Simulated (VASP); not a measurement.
CsSnI3:

```
Cs I Sn
1.0
     6.20570    0.00000    0.00000
     0.00000    6.20570    0.00000
     0.00000    0.00000    6.20570
Cs I Sn
1 3 1
Direct
  0.00000 0.00000 0.00000
  0.50000 0.50000 0.00000
  0.50000 0.00000 0.50000
  0.00000 0.50000 0.50000
  0.50000 0.50000 0.50000
```

- Program: VASP 6.6.1
- Task: relaxation of cell and atoms
- Functional: PBE
- Potentials or basis: VASP PAW PBE potentials, release 64 (Cs_sv, I, Sn_d)
- Cutoff: 600 eV
- k mesh: 4 × 4 × 4
- Occupations: fermi-dirac, width 0.05 eV
- Spin: no spin polarisation

At the start: pressure 0.8 GPa; volume 47.80 Å³/atom.

Task: Where does the relaxation end?

Result: Over 3 steps the energy falls by 5.5 meV/atom and the volume is 50.12 Å³/atom (+4.9 %); space group Pm-3m (No. 221, to 0.05 Å).

Step by step:
```csv
step,energy change (eV),largest force (eV/Å),pressure (GPa),volume (Å³)
1,0.0000,0.0000,0.81,238.99
2,-0.0259,0.0000,0.20,247.40
3,-0.0277,0.0000,-0.01,250.59
```

Final structure:
```
Cs I Sn
1.0
     6.30456    0.00000    0.00000
     0.00000    6.30456    0.00000
     0.00000    0.00000    6.30456
Cs I Sn
1 3 1
Direct
  0.00000 0.00000 0.00000
  0.50000 0.50000 0.00000
  0.50000 0.00000 0.50000
  0.00000 0.50000 0.50000
  0.50000 0.50000 0.50000
```
